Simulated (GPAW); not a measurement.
# GaP (F-43m) in GPAW: settings compared, part 2 of 2

GPAW 26.7.0. The steps go on from the part before.

## 3. One-shot levels of the hybrid HSE06, PBE

run.py reads:

```python
import numpy as np
import spglib
from ase import Atoms
from ase.dft.bandgap import bandgap
from ase.io import read, write
from ase.units import GPa
from gpaw import GPAW, PW
from gpaw.hybrids import NonSelfConsistentHybridXCCalculator
from gpaw.hybrids.energy import non_self_consistent_energy

atoms = read('GaP.cif')
cell, positions, numbers = spglib.find_primitive(
    (atoms.cell[:], atoms.get_scaled_positions(), atoms.numbers), symprec=1e-4)
atoms = Atoms(numbers, cell=cell, scaled_positions=positions, pbc=True)

calc = GPAW(mode=PW(500),
            xc='PBE',
            kpts={'size': (5, 5, 5), 'gamma': True},
            occupations={'name': 'fermi-dirac', 'width': 0.05},
            nbands=13,
            convergence={'density': 1e-05, 'energy': 1e-05, 'bands': 9, 'eigenstates': 1e-07},
            maxiter=150,
            txt='gpaw.txt')
atoms.calc = calc
energy = atoms.get_potential_energy()
forces = atoms.get_forces()
stress = atoms.get_stress()
calc.write('gs.gpw')
write('result.traj', atoms)
print(f'Energy: {energy:.6f} eV')
print('Forces (eV/A):')
print(forces.round(4))
print('Stress (GPa):', (stress / GPa).round(3))
print('Fermi level:', round(calc.get_fermi_level(), 4), 'eV')
print(f'Gap: {bandgap(calc)[0]:.4f} eV, direct: {bandgap(calc, direct=True)[0]:.4f} eV')

for xc in ['HSE06', 'PBE0', 'EXX']:
    e = non_self_consistent_energy(calc, xc).sum()
    print(f'{xc} energy on these orbitals: {e:.6f} eV')
    nsc = NonSelfConsistentHybridXCCalculator.from_dft_calculation(
        calc.dft, xc, log=f'levels-{xc}.txt')
    dft_skn, hyb_skn = nsc.calculate(calc.dft.ibzwfs, 0, 9)
    np.savetxt(f'levels-{xc}.dat', hyb_skn.reshape((-1, hyb_skn.shape[-1])), fmt='%.4f')
```

GaP.cif reads:

```cif
data_GaP
_cell_length_a 5.45050000
_cell_length_b 5.45050000
_cell_length_c 5.45050000
_cell_angle_alpha 90.00000000
_cell_angle_beta 90.00000000
_cell_angle_gamma 90.00000000
_space_group_name_H-M_alt 'F-43m'
_space_group_name_Hall 'F -4 2 3'
_space_group_IT_number 216
loop_
_space_group_symop_operation_xyz
'x,y,z'
'y,-x,-z'
'-x,-y,z'
'-y,x,-z'
'x,-y,-z'
'y,x,z'
'-x,y,-z'
'-y,-x,z'
'z,x,y'
'-z,y,-x'
'z,-x,-y'
'-z,-y,x'
'-z,x,-y'
'z,y,x'
'-z,-x,y'
'z,-y,-x'
'y,z,x'
'-x,-z,y'
'-y,z,-x'
'x,-z,-y'
'-y,-z,x'
'x,z,y'
'y,-z,-x'
'-x,z,-y'
'x,y+1/2,z+1/2'
'y,-x+1/2,-z+1/2'
'-x,-y+1/2,z+1/2'
'-y,x+1/2,-z+1/2'
'x,-y+1/2,-z+1/2'
'y,x+1/2,z+1/2'
'-x,y+1/2,-z+1/2'
'-y,-x+1/2,z+1/2'
'z,x+1/2,y+1/2'
'-z,y+1/2,-x+1/2'
'z,-x+1/2,-y+1/2'
'-z,-y+1/2,x+1/2'
'-z,x+1/2,-y+1/2'
'z,y+1/2,x+1/2'
'-z,-x+1/2,y+1/2'
'z,-y+1/2,-x+1/2'
'y,z+1/2,x+1/2'
'-x,-z+1/2,y+1/2'
'-y,z+1/2,-x+1/2'
'x,-z+1/2,-y+1/2'
'-y,-z+1/2,x+1/2'
'x,z+1/2,y+1/2'
'y,-z+1/2,-x+1/2'
'-x,z+1/2,-y+1/2'
'x+1/2,y,z+1/2'
'y+1/2,-x,-z+1/2'
'-x+1/2,-y,z+1/2'
'-y+1/2,x,-z+1/2'
'x+1/2,-y,-z+1/2'
'y+1/2,x,z+1/2'
'-x+1/2,y,-z+1/2'
'-y+1/2,-x,z+1/2'
'z+1/2,x,y+1/2'
'-z+1/2,y,-x+1/2'
'z+1/2,-x,-y+1/2'
'-z+1/2,-y,x+1/2'
'-z+1/2,x,-y+1/2'
'z+1/2,y,x+1/2'
'-z+1/2,-x,y+1/2'
'z+1/2,-y,-x+1/2'
'y+1/2,z,x+1/2'
'-x+1/2,-z,y+1/2'
'-y+1/2,z,-x+1/2'
'x+1/2,-z,-y+1/2'
'-y+1/2,-z,x+1/2'
'x+1/2,z,y+1/2'
'y+1/2,-z,-x+1/2'
'-x+1/2,z,-y+1/2'
'x+1/2,y+1/2,z'
'y+1/2,-x+1/2,-z'
'-x+1/2,-y+1/2,z'
'-y+1/2,x+1/2,-z'
'x+1/2,-y+1/2,-z'
'y+1/2,x+1/2,z'
'-x+1/2,y+1/2,-z'
'-y+1/2,-x+1/2,z'
'z+1/2,x+1/2,y'
'-z+1/2,y+1/2,-x'
'z+1/2,-x+1/2,-y'
'-z+1/2,-y+1/2,x'
'-z+1/2,x+1/2,-y'
'z+1/2,y+1/2,x'
'-z+1/2,-x+1/2,y'
'z+1/2,-y+1/2,-x'
'y+1/2,z+1/2,x'
'-x+1/2,-z+1/2,y'
'-y+1/2,z+1/2,-x'
'x+1/2,-z+1/2,-y'
'-y+1/2,-z+1/2,x'
'x+1/2,z+1/2,y'
'y+1/2,-z+1/2,-x'
'-x+1/2,z+1/2,-y'
loop_
_atom_site_label
_atom_site_type_symbol
_atom_site_symmetry_multiplicity
_atom_site_Wyckoff_symbol
_atom_site_fract_x
_atom_site_fract_y
_atom_site_fract_z
_atom_site_occupancy
Ga1 Ga 4 a 0.0000000000 0.0000000000 0.0000000000 1
P1 P 4 c 0.2500000000 0.2500000000 0.2500000000 1
```

Potentials or basis: GPAW PAW data sets (gpaw-data 1.2.1), pw.

Launch:

```console
$ OMP_NUM_THREADS=1 python run.py
```

gpaw.txt:

```text
__  _  _
 | _ |_)|_||  |
 |__||  | ||/\| - 26.7.0

Input parameters:
  mode=PW(ecut=500.0),
  convergence={'density': 1e-05, 'energy': 1e-05, 'bands': 9, 'eigenstates': 1e-07},
  kpts=MonkhorstPack(size=(5, 5, 5), gamma=True),
  maxiter=150,
  nbands=13,
  occupations=Occupations(name='fermi-dirac', width=0.05),
  xc=XC(name='PBE')

Diagonalizing LCAO Hamiltonian
Converting LCAO to pw mode

           P

       Ga

Atoms  # Å, Bohr magnetons
|   | symbol |        x |        y |        z |    initial magnetic moments |
|---|--------|----------|----------|----------|-----------------------------|
| 0 |     Ga | 0.000000 | 0.000000 | 0.000000 | ( 0.0000,  0.0000,  0.0000) |
| 1 |      P | 1.362625 | 1.362625 | 1.362625 | ( 0.0000,  0.0000,  0.0000) |

Unit cell  # Å
| periodic |        x |        y |        z |  lengths |    angles |
|----------|----------|----------|----------|----------|-----------|
|      yes | 0.000000 | 2.725250 | 2.725250 | 3.854086 | 60.000000 |
|      yes | 2.725250 | 0.000000 | 2.725250 | 3.854086 | 60.000000 |
|      yes | 2.725250 | 2.725250 | 0.000000 | 3.854086 | 60.000000 |

Number of symmetries: 24
Symmetry operations  # r_c * U_cc + t_c -> r_c
|    | kind |            matrix            |
|----|------|------------------------------|
|  0 |  E   |  1, 0, 0,  0, 1, 0,  0, 0, 1 |
|  1 |  σ   |  1, 0, 0,  0, 0, 1,  0, 1, 0 |
|  2 |  σ   |  1, 0,-1,  0, 1,-1,  0, 0,-1 |
|  3 |  C3  |  1, 0,-1,  0, 0,-1,  0, 1,-1 |
|  4 |  C3  |  1,-1, 0,  0,-1, 1,  0,-1, 0 |
|  5 |  σ   |  1,-1, 0,  0,-1, 0,  0,-1, 1 |
|  6 |  σ   |  0, 1, 0,  1, 0, 0,  0, 0, 1 |
[... 143 lines left out ...]
|---------|-|-------------|-------|-------|
|iter:   1| |   -9.184493 | +1.46 |       |
|iter:   2| |   -9.148005 | +0.01 | -0.83 |
|iter:   3| |   -8.991834 | -1.16 | -0.86 |
|iter:   4| |   -8.993184 | -3.16 | -1.51 |
|iter:   5| |   -8.993488 | -4.19 | -2.05 |
|iter:   6| |   -8.993522 | -5.48 | -2.81 |
|iter:   7| |   -8.993522c| -7.17c| -3.77 |
|iter:   8| |   -8.993522c| -7.24c| -4.34 |
|iter:   9| |   -8.993522c| -8.38c| -5.40c|

Converged in 9 steps
Energy contributions relative to reference atoms: (reference = -62187.585188)

Energy contributions:
  Kinetic:          24.661669
  Coulomb:         -21.563446
  Zero:              0.014702
  External:          0.000000
  Xc:              -12.106447
  Entropy:          -0.000000
  Spinorbit:         0.000000
  ----------------------------
  Free energy:      -8.993522
  Extrapolated:     -8.993522

dipole moment: (-16.941365, -16.941365, -16.941365)  # |e|*Ang

Fermi level: 5.763
Eigenvalues  # (at kpt = [0.000, 0.000, 0.000])
| band index |      eig [eV] | occ [0-2] |
|------------|---------------|-----------|
|          0 |        -7.494 |     2.000 |
|          1 |         4.971 |     2.000 |
|          2 |         4.971 |     2.000 |
|          3 |         4.971 |     2.000 |
|          4 |         6.862 |     0.000 |
|          5 |         8.891 |     0.000 |
|          6 |         8.891 |     0.000 |
|          7 |         8.891 |     0.000 |
|          8 |        13.842 |     0.000 |
|          9 |        14.662 |     0.000 |
|         10 |        14.662 |     0.000 |
|         11 |        17.405 |     0.000 |
|         12 |        17.405 |     0.000 |

Gap: 1.620 eV
Transition (v -> c):
  (s=0, k=0, n=3, [0.00, 0.00, 0.00]) -> (s=0, k=7, n=4, [0.40, 0.40, 0.00])
Direct/indirect transitions are different
Direct gap: 1.891 eV
Transition at: (s=0, k=0, n=3, [0.00, 0.00, 0.00])

Forces  # eV/Ang
|        x |       y |        z |
|----------|---------|----------|
| -0.00000 | 0.00000 |  0.00000 |  # Ga   0
|  0.00000 | 0.00000 | -0.00000 |  # P    1

Stress tensor  # eV/Ang^3
|         x |         y |         z |
|-----------|-----------|-----------|
| -0.029184 | -0.000000 |  0.000000 |
| -0.000000 | -0.029184 |  0.000000 |
|  0.000000 |  0.000000 | -0.029184 |

# Writing to gs.gpw (mode='')
```

levels-HSE06.txt:

```text
IBZ(<points: 10, symmetries: 24>)
Occupied bands: 4
Calculating eigenvalues:
  k-points: 10
  Bands: 0-8 (inclusive)
HSE06-eigenvalue shifts:
  min: -1.741 eV
  ave: -0.103 eV
  max: 0.828 eV
```

Run time: 87 s. Hardware: 1 thread of Arm Neoverse V2, shared host; peak memory 0.28 GiB.

What came out:

```yaml
Free_energy: -8.9935 eV
Pressure: 4.7 GPa
Band_gap_on_the_k_mesh: 1.62 eV, indirect (least direct gap 1.89 eV)
Band_gap_of_the_one-shot_hybrid: 2.27 eV
Direct_band_gap_of_the_one-shot_hybrid: 2.72 eV
```

Levels at points of the mesh, in eV from the valence-band top:
| k point | band 1 | band 2 | band 3 | band 4 | band 5 | band 6 | band 7 | band 8 | band 9 |
| --- | --- | --- | --- | --- | --- | --- | --- | --- | --- |
| (0.00, 0.00, 0.00) | -12.47 | 0.00 | 0.00 | 0.00 | 1.89 | 3.92 | 3.92 | 3.92 | 8.87 |

Band gaps from one-shot exact exchange on these states (eV): hse06 2.27, pbe0 2.93, hf 7.06

Caveat: the k mesh is coarse; the cutoff is short for stress and forces, so pressures can be off by a GPa or more; energy and the plain gap are those of the semilocal run; the hybrids' values are one shot on its orbitals and mesh; an odd mesh through Γ misses points on the zone boundary, where band edges often lie.

## 4. Band structure, optB88-vdW, spin-orbit coupling, no magnetisation

run.py reads:

```python
import numpy as np
from ase.dft.bandgap import bandgap
from ase.io import read, write
from gpaw import GPAW, PW
from gpaw.spinorbit import soc_eigenstates

atoms = read('GaP.xyz')

calc = GPAW(mode=PW(600),
            xc={'name': 'optB88-vdW', 'backend': 'libvdwxc'},
            kpts={'size': (8, 8, 8), 'gamma': True},
            occupations={'name': 'fermi-dirac', 'width': 0.05},
            nbands=11,
            convergence={'density': 1e-05, 'energy': 1e-05},
            maxiter=150,
            legacy_gpaw=True,
            txt='gpaw.txt')
atoms.calc = calc
energy = atoms.get_potential_energy()
forces = atoms.get_forces()
calc.write('gs.gpw')
write('result.traj', atoms)
print(f'Energy: {energy:.6f} eV')
print('Forces (eV/A):')
print(forces.round(4))
print('Fermi level:', round(calc.get_fermi_level(), 4), 'eV')
print(f'Gap: {bandgap(calc)[0]:.4f} eV, direct: {bandgap(calc, direct=True)[0]:.4f} eV')

path = atoms.cell.bandpath('GXWKGLUWLK,UX', npoints=60, eps=1e-4)
bs_calc = calc.fixed_density(kpts=path, symmetry='off', nbands=21,
                             convergence={'bands': 'CBM+6.0', 'eigenstates': 1e-6}, txt='bands.txt')
bs = bs_calc.band_structure()
bs.write('bs.json')
print(f'Gap on the path: {bandgap(bs_calc)[0]:.4f} eV')

soc = soc_eigenstates(bs_calc, theta=54.7, phi=45)
np.savetxt('soc_bands.dat', soc.eigenvalues(), fmt='%.4f')
mesh = soc_eigenstates('gs.gpw', theta=54.7, phi=45)
np.savetxt('soc_mesh.dat', mesh.eigenvalues(), fmt='%.4f')
print('Fermi level with spin-orbit coupling:', round(mesh.fermi_level, 4), 'eV')
```

GaP.xyz reads:

```xyz
2
Lattice="0.0000000000 2.7252500000 2.7252500000 2.7252500000 0.0000000000 2.7252500000 2.7252500000 2.7252500000 0.0000000000" Properties=species:S:1:pos:R:3 pbc="T T T"
Ga     0.0000000000      0.0000000000      0.0000000000
P      4.0878750000      4.0878750000      4.0878750000
```

Launch:

```console
$ OMP_NUM_THREADS=1 python run.py
```

Wall time 21 s (1 thread of Arm Neoverse V2, shared host); peak memory 0.27 GiB.

The run converged. Its results:

```yaml
Free_energy: -39.3979 eV
Band_gap_on_the_k_mesh: 1.66 eV, indirect (least direct gap 1.82 eV)
Band_gap_along_the_path: 1.60 eV, indirect (least direct gap 1.82 eV)
```

Levels at the corners of the path, in eV from the valence-band top:
```
point  band 6  band 7  band 8  band 9  band 10  band 11
    Γ    0.00    0.00    0.00    1.82     1.82     3.80
    X   -2.69   -2.66   -2.66    1.66     1.66     1.84
    W   -3.58   -3.43   -3.37    4.71     4.71     4.86
    K   -3.92   -2.25   -2.25    2.20     2.21     4.81
    Γ    0.00    0.00    0.00    1.82     1.82     3.80
    L   -1.17   -1.09   -1.09    1.68     1.68     4.71
    U   -3.92   -2.25   -2.25    2.20     2.21     4.81
    W   -3.58   -3.43   -3.37    4.71     4.71     4.86
    L   -1.17   -1.09   -1.09    1.68     1.68     4.71
    K   -3.92   -2.25   -2.25    2.20     2.21     4.81
    U   -3.92   -2.25   -2.25    2.20     2.21     4.81
    X   -2.69   -2.66   -2.66    1.66     1.66     1.84
```

Caveat: spin-orbit coupling was added after a scalar SCF, so levels and gaps hold it while energy, forces, pressure and moments don't; this program's spin-orbit splittings come out too wide for heavy elements; the PAW data sets were made with another functional, which shifts forces and pressure a little.

## 5. The runs side by side

| task | level | potentials or basis | spin | cell | k mesh | cutoff (eV) | random start of the orbitals | maxiter | convergence | supercell | supercell k mesh | other keys | gap on the mesh (eV) | pressure (GPa) |
| --- | --- | --- | --- | --- | --- | --- | --- | --- | --- | --- | --- | --- | --- | --- |
| phonons | LDA | PAW data sets generated in the run's folder for this functional, pw | off | relaxed | 8 × 8 × 8 | 510 | yes | 100 | density 1e-6 | 2 × 2 × 2 | 4 × 4 × 4 | several, not listed | 1.50 | 0.0 |
| one-shot levels of the hybrid HSE06 | PBE | GPAW PAW data sets (gpaw-data 1.2.1), pw | off | as given | 5 × 5 × 5 | 500 | - | 150 | - | - | - | - | 1.62 | 4.7 |
| band structure | optB88-vdW | GPAW PAW data sets (gpaw-data 1.2.1), pw | SOC, no magnetisation | as given | 8 × 8 × 8 | 600 | - | 150 | - | - | - | - | 1.66 | - |

Alike in all rows: smearing fermi-dirac 0.05 eV.

Caveats: the cutoff is short for stress and forces, so pressures can be off by a GPa or more (some runs); the LO-TO splitting is left out (some runs); phonon bands are interpolated from a small supercell (some runs); energy and the plain gap are those of the semilocal run (some runs); the hybrids' values are one shot on its orbitals and mesh (some runs); an odd mesh through Γ misses points on the zone boundary, where band edges often lie (some runs).

Absolute energies hang on the potentials; compare differences alone.

## 6. Against experiment

Step 3. The gap isn't set beside the deposited one, since this odd mesh misses points on the zone boundary.

Step 4. Against the measured gap of GaP, 2.34 eV (indirect; 10 K; quoted in “Stacking defects in GaP nanowires: Electronic structure and optical properties”, 2018, arxiv:1810.01194), the calculated 1.60 eV is off by -0.74 eV. The value is that of optB88-vdW, without temperature or zero-point motion.
